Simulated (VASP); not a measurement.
Write the native input for VASP 6.6.1 that does the following.

```
Task                   : single point
Functional             : PBEsol
Potentials or basis    : VASP PAW PBE potentials, release 64 (Mo_sv, S)
Cutoff                 : 520 eV
k mesh                 : 10 × 10 × 2
Occupations            : fermi-dirac, width 0.05 eV
Spin                   : no spin polarisation
Ladder                 : free
Further INCAR settings : ALGO = Normal; EDIFF = 1e-07; NBANDS = 20
```

The structure of MoS2 lies in POSCAR:

```
MoS2
1.0
    3.1841260822      0.0000000000      0.0000000000
   -1.5920630411      2.7575340760      0.0000000000
    0.0000000000      0.0000000000     17.3345999500
Mo S
1 2
Direct
    0.0028990000     -0.0138400000     -0.0004740000
    0.3313860000      0.6610750000      0.9105550000
    0.3217360000      0.6551810000      0.0895260000
```

The cell isn't the ideal one: atoms moved at random, drawn with an rms of 0.05 Å.

The input as run:

INCAR

```
ALGO     = Normal         # electronic algorithm
EDIFF    = 1E-7           # SCF threshold, eV
ENCUT    = 520            # plane-wave cutoff, eV
GGA      = PS             # functional
ISIF     = 2              # what is computed and relaxed
ISMEAR   = -1             # smearing method
LASPH    = T              # aspherical terms in the spheres
LCHARG   = F              # write CHGCAR
LREAL    = F              # projectors in reciprocal space
LWAVE    = F              # write WAVECAR
NBANDS   = 20             # bands
NELM     = 60             # most SCF steps
PREC     = Accurate       # precision mode
SIGMA    = 0.05           # smearing width, eV
```

KPOINTS

```
k-points
0
Gamma
  10 10 2
```

Potentials or basis: VASP PAW PBE potentials, release 64 (Mo_sv, S).

The run is started by

```bash
$ cat potpaw_PBE.64/Mo_sv/POTCAR potpaw_PBE.64/S/POTCAR > POTCAR
$ mpirun -np 1 vasp_std > vasp.out
```

It gave:

```json
{"Largest force": "0.877 eV/Å", "Band gap on the k mesh": "1.73 eV, indirect (least direct gap 1.92 eV)"}
```

Caveat: the PAW data sets were made with another functional, which shifts forces and pressure a little.

It took 3.2 min on 1 thread of Intel(R) Xeon(R) 6975P-C (Granite Rapids) (shared host), peak memory 0.46 GiB.
